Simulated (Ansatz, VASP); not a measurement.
This is a calculation of TaS2 for VASP 6.6.1.

Contents of INCAR:

```
  PREC = Accurate
  ENCUT = 520
  EDIFF = 1E-7
  ISMEAR = -1
  SIGMA = 0.05
  LREAL = F
  LASPH = T
  NELM = 60
  ALGO = Normal
  ISIF = 2
  LWAVE = F
  LCHARG = F
  GGA = PS
  NBANDS = 18
```

KPOINTS

```
Automatic mesh
0
Gamma
  9 9 5
```

The input POSCAR:

```
TaS2
1.0
    3.2816134642      0.0000000000      0.0000000000
   -1.6408067321      2.8419606254      0.0000000000
    0.0000000000      0.0000000000      5.7403745971
Ta S
1 2
Direct
    0.0000000000      0.0000000000      0.0000000000
    0.6666666667      0.3333333333      0.7500000000
    0.3333333333      0.6666666667      0.2500000000
```

Potentials or basis: VASP PAW PBE potentials, release 64 (Ta_pv, S).

Launch:

```bash
$ cat potpaw_PBE.64/Ta_pv/POTCAR potpaw_PBE.64/S/POTCAR > POTCAR
$ mpirun -np 1 vasp_std > vasp.out
```

Translate it to Ansatz 0.2.0. Potentials there: Ansatz PAW.

As run (the cutoff follows the program's own potentials):

Contents of input.yaml:

```yaml
crystal:
  lattice:
    - [3.2816134642, 0.0, 0.0]
    - [-1.6408067321, 2.8419606254, 0.0]
    - [0.0, 0.0, 5.7403745971]
  atoms:
    - { symbol: Ta, position: [0.0, 0.0, 0.0] }
    - { symbol: S, position: [0.6666666667, 0.3333333333, 0.75] }
    - { symbol: S, position: [0.3333333333, 0.6666666667, 0.25] }
hamiltonian:
  xc: pbesol
  pseudopotentials: { kind: paw }
kpoints:
  mp_grid: { grid: [9, 9, 5] }
scf:
  occupations: { method: fermi_dirac, width: 0.05 }
output:
  forces: true
  stress: true
  eigenvalues: true
```

Potentials or basis: Ansatz PAW.

Launch:

```console
$ ansatz run input.yaml --threads 1 --pin off --max-ram 3584MiB --backend cpu --events-out ev --progress --plain --runs-dir out
```

Both were run:

|  | VASP | Ansatz | Ansatz less VASP |
| --- | --- | --- | --- |
| gap on the k mesh at the Fermi level (eV) | none | none | - |
| pressure (GPa) | 15.2 | 15.0 | -0.22 |
| largest component of the traceless stress (GPa) | 3.89 | 3.81 | -0.078 |
| rms of the force components (eV/Å) | 1.032 | 1.015 | -0.0164 |

Atom by atom the forces differ by 0.016 eV/Å (rms over components). A gap of «none» marks a metal or a gap that the smearing closes. With one functional, cell and mesh, what is left measures potentials, basis and numerics. The two sets of potentials don't hold the same shells in valence.

Caveats: this functional lacks dispersion, which binds the layers, so the pressure and a relaxed spacing across them are unreliable; the PAW data sets were made with another functional, which shifts forces and pressure a little (VASP); the PAW data sets come from PBE, with cores solved anew for the run's functional, which leaves a small shift of forces and pressure (Ansatz); forces of over 1 eV/Å show positions far from the minimum, so gaps and moduli don't describe the material at rest (Ansatz). The runs have no spin-orbit coupling, so splittings on Ta are missing.
